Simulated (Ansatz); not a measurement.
**CuI: the cell at several levels of theory**

One table from this session's results is given with a row withheld; the runs are named, their logs left out.

Code: Ansatz 0.2.0. PAW datasets, plane waves, zero pressure. The values are computed, spin-unpolarised, and not measurements.

## The cell

The symmetry is F-43m (No. 216, cubic); a = 6.101 Å in the conventional setting, 28.38 Å³ an atom. Cu has 4 I at 2.64 Å; I has 4 Cu at 2.64 Å.

The structure in full:

Space group F-43m (No. 216). a = 6.101 Å, b = 6.101 Å, c = 6.101 Å, α = 90.00°, β = 90.00°, γ = 90.00°
```tsv
atom	site	symmetry	x	y	z
Cu	4a	-43m	0.0000	0.0000	0.0000
I	4d	-43m	0.2500	0.2500	0.7500
```

Set-up of the first run:

input.yaml reads:

```yaml
crystal:
  lattice:
    - [0.0, 3.0502569422, 3.0502569422]
    - [3.0502569422, 0.0, 3.0502569422]
    - [3.0502569422, 3.0502569422, 0.0]
  atoms:
    - { symbol: Cu, position: [0.0, 0.0, 0.0] }
    - { symbol: I, position: [0.25, 0.25, 0.25] }
kpoints:
  mp_grid: { grid: [6, 6, 6] }
hamiltonian:
  xc: pbe
scf:
  occupations: { method: fermi_dirac, width: 0.02 }
relax:
  f_tol: 0.005
  cell: {}
```

Started as:

```bash
> ansatz run input.yaml --threads 4 --pin off --max-ram 7372MiB --backend cpu --events-out ev --progress --plain --runs-dir out
```

Steps of the session up to this table: Relaxation with PBE; Relaxation with r2SCAN; Relaxation with PBEsol; Relaxing with LDA; Relaxing with HSE06.

One table of the session follows, with a row left open; its other results are not shown here.

It belongs to the step «The cells side by side». 

```
 level  a (Å)  volume (Å³/atom)
   PBE  6.081            28.107
r2SCAN  6.024            27.326
PBEsol      ?                 ?
   LDA  5.863            25.194
 HSE06  6.106            28.454
```

**Question.** Estimate the row for PBEsol.

**Answer.** a (Å): 5.939; volume (Å³/atom): 26.185. In the column «a (Å)» it lies between LDA (5.863) and r2SCAN (6.024).

The first relaxation changed the volume by -1.0 % from the start. The volume runs from LDA (least) to HSE06 (most), a spread of 12.9 %, or 4.1 % in length if all axes shared it alike. LDA's volume lies 10.4 % below PBE's. The meshes differ: PBE 6×6×6, r2SCAN 6×6×6, PBEsol 6×6×6, LDA 6×6×6, HSE06 4×4×4.
